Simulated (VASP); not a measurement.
# Ti₃Al: intraband terms of a metal's spectrum

Ti₃Al, P-6m2 (no. 187), 4 atoms in the cell. PBE, independent-particle dielectric function; PAW potentials Ti_sv, Al (PBE set).

## Input

INCAR.step1:
```
SYSTEM = Ti3Al
EDIFF = 1E-7 ; ENCUT = 320
ISMEAR = 1 ; KPAR = 4
LASPH = .True. ; LCHARG = .True.
LMAXMIX = 4 ; LWAVE = .False.
PREC = Accurate ; SIGMA = 0.1
```

INCAR.step2:
```
SYSTEM = Ti3Al
CSHIFT = 0.1 ; EDIFF = 1E-6
ENCUT = 320 ; ICHARG = 11
ISMEAR = 0 ; KPAR = 4
LASPH = .True. ; LCHARG = .False.
LMAXMIX = 4 ; LWAVE = .True.
NBANDS = 46 ; NEDOS = 3000
OMEGAMAX = 30 ; PREC = Accurate
SIGMA = 0.3
```

INCAR.step3, as INCAR.step2 but for:
```
- LWAVE = .True.
+ ALGO = None
+ ISTART = 1
+ LOPTICS = .True.
+ LWAVE = .False.
+ NELM = 1
```

INCAR.step4, as INCAR.step3 but for:
```
+ WPLASMAI = 0.03
```

INCAR.step5 to INCAR.step6 change the same tag again: WPLASMAI = 0.1, 0.3.

INCAR.step7, as INCAR.step6 but for:
```
- WPLASMAI = 0.3
+ RTIME = 5
```

INCAR.step8, as INCAR.step7 but for:
```
- RTIME = 5
+ RTIME = 1
```

INCAR.step9, as INCAR.step8 but for:
```
- RTIME = 1
+ LNABLA = .True.
```

INCAR.step10, as INCAR.step9 but for:
```
- ISMEAR = 0
- LNABLA = .True.
+ ISMEAR = -5
```

KPOINTS.step1:
```
k-points
0
Gamma
  10 10 3
```

KPOINTS.step2:
```
k-points
0
Gamma
  12 12 4
```

POSCAR:
```
Ti3Al
1.0
    2.9275422229      0.0000000000      0.0000000000
   -1.4637711114      2.5353259357      0.0000000000
    0.0000000000      0.0000000000      9.2263620000
Ti Al
3 1
Direct
    0.3333333333      0.6666666667      0.2494060000
    0.3333333333      0.6666666667      0.7505940000
    0.6666666667      0.3333333333      0.0000000000
    0.6666666667      0.3333333333      0.5000000000
```

Commands (each step's output is kept before the next begins):
```
cat potpaw_PBE.64/Ti_sv/POTCAR potpaw_PBE.64/Al/POTCAR > POTCAR
cp INCAR.step1 INCAR
cp KPOINTS.step1 KPOINTS
mpirun -np 4 vasp_std > vasp.out
cp INCAR.step2 INCAR
cp KPOINTS.step2 KPOINTS
mpirun -np 4 vasp_std > vasp.out
cp INCAR.step3 INCAR
mpirun -np 4 vasp_std > vasp.out
cp INCAR.step4 INCAR
mpirun -np 4 vasp_std > vasp.out
cp INCAR.step5 INCAR
mpirun -np 4 vasp_std > vasp.out
cp INCAR.step6 INCAR
mpirun -np 4 vasp_std > vasp.out
cp INCAR.step7 INCAR
mpirun -np 4 vasp_std > vasp.out
cp INCAR.step8 INCAR
mpirun -np 4 vasp_std > vasp.out
cp INCAR.step9 INCAR
mpirun -np 4 vasp_std > vasp.out
cp INCAR.step10 INCAR
mpirun -np 4 vasp_std > vasp.out
```

## Result

- Bands: 46

One ground state, settings moved in the last step alone:

| Settings | Plasma frequency (eV) | Im ε at 0.5 eV | Im ε at 1 eV | Im ε at 2 eV | Im ε at 4 eV | Time (s) |
|---|---|---|---|---|---|---|
| interband part alone | 3.43 | 57.5 | 44.7 | 19.9 | 13.6 | 8 |
| Drude term, WPLASMAI 0.03 | 3.43 | 60.3 | 45.0 | 19.9 | 13.6 | 9 |
| Drude term, WPLASMAI 0.1 | 3.43 | 66.5 | 45.8 | 20.1 | 13.6 | 10 |
| Drude term, WPLASMAI 0.3 | 3.43 | 78.2 | 47.9 | 20.3 | 13.7 | 8 |
| relaxation time RTIME 5 fs | 3.43 | 69.1 | 46.2 | 20.1 | 13.6 | 8 |
| relaxation time RTIME 1 fs | 3.43 | 80.1 | 50.0 | 20.8 | 13.7 | 8 |
| transversal form (LNABLA) | 3.28 | 53.9 | 41.9 | 18.7 | 13.5 | 8 |
| tetrahedron method | – | – | – | – | – | no result |

VASP 6.6.1 took 83 s on 4 cores (AMD EPYC 7R13 (Zen 3)), a shared host.
